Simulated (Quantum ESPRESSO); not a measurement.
Set up this calculation in Quantum ESPRESSO 7.5, as the native input.

```yaml
Task: band structure
Functional: PBEsol
Potentials_or_basis: GBRV 1.5 PBEsol
Cutoff: 612 eV
Density_cutoff: 4898 eV
k_mesh: 5 × 5 × 6
Occupations: fermi-dirac, width 0.05 eV
Spin: no spin polarisation
Mixing_beta: 0.5
Most_SCF_iterations: 120
SCF_threshold: 1.6e-09 Ry
```

PbO:

```xyz
8
Lattice="5.8760 0.0000 0.0000 0.0000 5.4760 0.0000 0.0000 0.0000 4.7430" Properties=species:S:1:pos:R:3 pbc="T T T"
Pb    4.5186    2.8147    1.1858
Pb    1.3574    2.6613    3.5573
Pb    4.5186    5.3993    3.5573
Pb    1.3574    0.0767    1.1858
O     0.7756    3.1870    1.1858
O     5.1004    2.2890    3.5573
O     0.7756    5.0270    3.5573
O     5.1004    0.4490    1.1858
```

The input as run:

pw.in

```
&CONTROL
  calculation = 'scf'
  prefix = 'pwscf'
  outdir = './tmp'
  pseudo_dir = './pseudo'
  tprnfor = .true.
  tstress = .true.
  disk_io = 'low'
/
&SYSTEM
  ibrav = 0
  celldm(1) = 8
  nat = 8
  ntyp = 2
  ecutwfc = 45
  ecutrho = 360
  nbnd = 52
  occupations = 'smearing'
  smearing = 'fd'
  degauss = 0.00367493
/
&ELECTRONS
  conv_thr = 1.6d-09
  electron_maxstep = 120
  mixing_beta = 0.5
/
ATOMIC_SPECIES
Pb   207.2000 pb_pbesol_v1.uspp.F.UPF
O     15.9990 o_pbesol_v1.2.uspp.F.UPF
CELL_PARAMETERS alat
  1.3880038385376   0.0000000000000   0.0000000000000
  0.0000000000000   1.2935175323063   0.0000000000000
  0.0000000000000   0.0000000000000   1.1203713761375
ATOMIC_POSITIONS crystal
Pb     0.7690000000    0.5140000000    0.2500000000
Pb     0.2310000000    0.4860000000    0.7500000000
Pb     0.7690000000    0.9860000000    0.7500000000
Pb     0.2310000000    0.0140000000    0.2500000000
O      0.1320000000    0.5820000000    0.2500000000
O      0.8680000000    0.4180000000    0.7500000000
O      0.1320000000    0.9180000000    0.7500000000
O      0.8680000000    0.0820000000    0.2500000000
K_POINTS automatic
5 5 6 0 0 0
```

bands_first_try.in

```
&CONTROL
  calculation = 'bands'
  prefix = 'pwscf'
  outdir = './tmp'
  pseudo_dir = './pseudo'
  disk_io = 'low'
  verbosity = 'high'
/
&SYSTEM
  ibrav = 0
  celldm(1) = 8
  nat = 8
  ntyp = 2
  ecutwfc = 45
  ecutrho = 360
  nbnd = 52
  occupations = 'smearing'
  smearing = 'fd'
  degauss = 0.00367493
/
&ELECTRONS
  conv_thr = 1d-08
  electron_maxstep = 120
  mixing_beta = 0.5
  diago_full_acc = .true.
  startingwfc = 'random'
/
ATOMIC_SPECIES
Pb   207.2000 pb_pbesol_v1.uspp.F.UPF
O     15.9990 o_pbesol_v1.2.uspp.F.UPF
CELL_PARAMETERS alat
  1.3880038385376   0.0000000000000   0.0000000000000
  0.0000000000000   1.2935175323063   0.0000000000000
  0.0000000000000   0.0000000000000   1.1203713761375
ATOMIC_POSITIONS crystal
Pb     0.7690000000    0.5140000000    0.2500000000
Pb     0.2310000000    0.4860000000    0.7500000000
Pb     0.7690000000    0.9860000000    0.7500000000
Pb     0.2310000000    0.0140000000    0.2500000000
O      0.1320000000    0.5820000000    0.2500000000
O      0.8680000000    0.4180000000    0.7500000000
O      0.1320000000    0.9180000000    0.7500000000
O      0.8680000000    0.0820000000    0.2500000000
K_POINTS crystal
60
 0.0000000000  0.0000000000  0.0000000000 1
 0.0000000000  0.0000000000 -0.1000000000 1
 0.0000000000  0.0000000000 -0.2000000000 1
 0.0000000000  0.0000000000 -0.3000000000 1
 0.0000000000  0.0000000000 -0.4000000000 1
 0.0000000000  0.0000000000 -0.5000000000 1
 0.0000000000 -0.1250000000 -0.5000000000 1
 0.0000000000 -0.2500000000 -0.5000000000 1
 0.0000000000 -0.3750000000 -0.5000000000 1
 0.0000000000 -0.5000000000 -0.5000000000 1
 0.0000000000 -0.5000000000 -0.4000000000 1
 0.0000000000 -0.5000000000 -0.3000000000 1
 0.0000000000 -0.5000000000 -0.2000000000 1
 0.0000000000 -0.5000000000 -0.1000000000 1
 0.0000000000 -0.5000000000  0.0000000000 1
 0.0000000000 -0.3750000000  0.0000000000 1
 0.0000000000 -0.2500000000  0.0000000000 1
 0.0000000000 -0.1250000000  0.0000000000 1
 0.0000000000  0.0000000000  0.0000000000 1
-0.1250000000  0.0000000000  0.0000000000 1
-0.2500000000  0.0000000000  0.0000000000 1
-0.3750000000  0.0000000000  0.0000000000 1
-0.5000000000  0.0000000000  0.0000000000 1
-0.5000000000  0.0000000000 -0.1000000000 1
-0.5000000000  0.0000000000 -0.2000000000 1
-0.5000000000  0.0000000000 -0.3000000000 1
-0.5000000000  0.0000000000 -0.4000000000 1
-0.5000000000  0.0000000000 -0.5000000000 1
-0.5000000000 -0.1000000000 -0.5000000000 1
-0.5000000000 -0.2000000000 -0.5000000000 1
-0.5000000000 -0.3000000000 -0.5000000000 1
-0.5000000000 -0.4000000000 -0.5000000000 1
-0.5000000000 -0.5000000000 -0.5000000000 1
-0.5000000000 -0.5000000000 -0.4166666667 1
-0.5000000000 -0.5000000000 -0.3333333333 1
-0.5000000000 -0.5000000000 -0.2500000000 1
-0.5000000000 -0.5000000000 -0.1666666667 1
-0.5000000000 -0.5000000000 -0.0833333333 1
-0.5000000000 -0.5000000000  0.0000000000 1
-0.5000000000 -0.4000000000  0.0000000000 1
-0.5000000000 -0.3000000000  0.0000000000 1
-0.5000000000 -0.2000000000  0.0000000000 1
-0.5000000000 -0.1000000000  0.0000000000 1
-0.5000000000  0.0000000000  0.0000000000 1
 0.0000000000 -0.5000000000  0.0000000000 1
-0.1250000000 -0.5000000000  0.0000000000 1
-0.2500000000 -0.5000000000  0.0000000000 1
-0.3750000000 -0.5000000000  0.0000000000 1
-0.5000000000 -0.5000000000  0.0000000000 1
-0.5000000000  0.0000000000 -0.5000000000 1
-0.4000000000  0.0000000000 -0.5000000000 1
-0.3000000000  0.0000000000 -0.5000000000 1
-0.2000000000  0.0000000000 -0.5000000000 1
-0.1000000000  0.0000000000 -0.5000000000 1
 0.0000000000  0.0000000000 -0.5000000000 1
 0.0000000000 -0.5000000000 -0.5000000000 1
-0.1250000000 -0.5000000000 -0.5000000000 1
-0.2500000000 -0.5000000000 -0.5000000000 1
-0.3750000000 -0.5000000000 -0.5000000000 1
-0.5000000000 -0.5000000000 -0.5000000000 1
```

bands.in

```
&CONTROL
  calculation = 'bands'
  prefix = 'pwscf'
  outdir = './tmp'
  pseudo_dir = './pseudo'
  disk_io = 'low'
  verbosity = 'high'
/
&SYSTEM
  ibrav = 0
  celldm(1) = 8
  nat = 8
  ntyp = 2
  ecutwfc = 45
  ecutrho = 360
  nbnd = 52
  occupations = 'smearing'
  smearing = 'fd'
  degauss = 0.00367493
/
&ELECTRONS
  conv_thr = 1d-08
  electron_maxstep = 120
  mixing_beta = 0.5
  diago_full_acc = .true.
/
ATOMIC_SPECIES
Pb   207.2000 pb_pbesol_v1.uspp.F.UPF
O     15.9990 o_pbesol_v1.2.uspp.F.UPF
CELL_PARAMETERS alat
  1.3880038385376   0.0000000000000   0.0000000000000
  0.0000000000000   1.2935175323063   0.0000000000000
  0.0000000000000   0.0000000000000   1.1203713761375
ATOMIC_POSITIONS crystal
Pb     0.7690000000    0.5140000000    0.2500000000
Pb     0.2310000000    0.4860000000    0.7500000000
Pb     0.7690000000    0.9860000000    0.7500000000
Pb     0.2310000000    0.0140000000    0.2500000000
O      0.1320000000    0.5820000000    0.2500000000
O      0.8680000000    0.4180000000    0.7500000000
O      0.1320000000    0.9180000000    0.7500000000
O      0.8680000000    0.0820000000    0.2500000000
K_POINTS crystal
60
 0.0000000000  0.0000000000  0.0000000000 1
 0.0000000000  0.0000000000 -0.1000000000 1
 0.0000000000  0.0000000000 -0.2000000000 1
 0.0000000000  0.0000000000 -0.3000000000 1
 0.0000000000  0.0000000000 -0.4000000000 1
 0.0000000000  0.0000000000 -0.5000000000 1
 0.0000000000 -0.1250000000 -0.5000000000 1
 0.0000000000 -0.2500000000 -0.5000000000 1
 0.0000000000 -0.3750000000 -0.5000000000 1
 0.0000000000 -0.5000000000 -0.5000000000 1
 0.0000000000 -0.5000000000 -0.4000000000 1
 0.0000000000 -0.5000000000 -0.3000000000 1
 0.0000000000 -0.5000000000 -0.2000000000 1
 0.0000000000 -0.5000000000 -0.1000000000 1
 0.0000000000 -0.5000000000  0.0000000000 1
 0.0000000000 -0.3750000000  0.0000000000 1
 0.0000000000 -0.2500000000  0.0000000000 1
 0.0000000000 -0.1250000000  0.0000000000 1
 0.0000000000  0.0000000000  0.0000000000 1
-0.1250000000  0.0000000000  0.0000000000 1
-0.2500000000  0.0000000000  0.0000000000 1
-0.3750000000  0.0000000000  0.0000000000 1
-0.5000000000  0.0000000000  0.0000000000 1
-0.5000000000  0.0000000000 -0.1000000000 1
-0.5000000000  0.0000000000 -0.2000000000 1
-0.5000000000  0.0000000000 -0.3000000000 1
-0.5000000000  0.0000000000 -0.4000000000 1
-0.5000000000  0.0000000000 -0.5000000000 1
-0.5000000000 -0.1000000000 -0.5000000000 1
-0.5000000000 -0.2000000000 -0.5000000000 1
-0.5000000000 -0.3000000000 -0.5000000000 1
-0.5000000000 -0.4000000000 -0.5000000000 1
-0.5000000000 -0.5000000000 -0.5000000000 1
-0.5000000000 -0.5000000000 -0.4166666667 1
-0.5000000000 -0.5000000000 -0.3333333333 1
-0.5000000000 -0.5000000000 -0.2500000000 1
-0.5000000000 -0.5000000000 -0.1666666667 1
-0.5000000000 -0.5000000000 -0.0833333333 1
-0.5000000000 -0.5000000000  0.0000000000 1
-0.5000000000 -0.4000000000  0.0000000000 1
-0.5000000000 -0.3000000000  0.0000000000 1
-0.5000000000 -0.2000000000  0.0000000000 1
-0.5000000000 -0.1000000000  0.0000000000 1
-0.5000000000  0.0000000000  0.0000000000 1
 0.0000000000 -0.5000000000  0.0000000000 1
-0.1250000000 -0.5000000000  0.0000000000 1
-0.2500000000 -0.5000000000  0.0000000000 1
-0.3750000000 -0.5000000000  0.0000000000 1
-0.5000000000 -0.5000000000  0.0000000000 1
-0.5000000000  0.0000000000 -0.5000000000 1
-0.4000000000  0.0000000000 -0.5000000000 1
-0.3000000000  0.0000000000 -0.5000000000 1
-0.2000000000  0.0000000000 -0.5000000000 1
-0.1000000000  0.0000000000 -0.5000000000 1
 0.0000000000  0.0000000000 -0.5000000000 1
 0.0000000000 -0.5000000000 -0.5000000000 1
-0.1250000000 -0.5000000000 -0.5000000000 1
-0.2500000000 -0.5000000000 -0.5000000000 1
-0.3750000000 -0.5000000000 -0.5000000000 1
-0.5000000000 -0.5000000000 -0.5000000000 1
```

Potentials or basis: GBRV 1.5 PBEsol.

Command:

```bash
$ OMP_NUM_THREADS=1 mpirun -n 2 pw.x -nk 2 -in pw.in > pw.out
$ OMP_NUM_THREADS=1 mpirun -n 2 pw.x -nk 2 -in bands_first_try.in > bands_first_try.out
$ OMP_NUM_THREADS=1 mpirun -n 2 pw.x -nk 2 -in bands.in > bands.out
```

It gave:

The pressure is -2.1 GPa. The largest force is 0.973 eV/Å and the band gap on the k mesh is 1.91 eV, indirect (least direct gap 2.09 eV). The band gap along the path is 1.90 eV, indirect (least direct gap 2.11 eV).

Caveat: some levels on the path didn't converge; spin-orbit coupling is left out, which as a rule narrows the gap of such compounds by several tenths of an eV; the cell's inner coordinates are idealised or old, which leaves forces on the atoms.

Wall time 12 min on 2 MPI ranks on Arm Neoverse V1 (shared host), peak memory 0.72 GiB a rank.
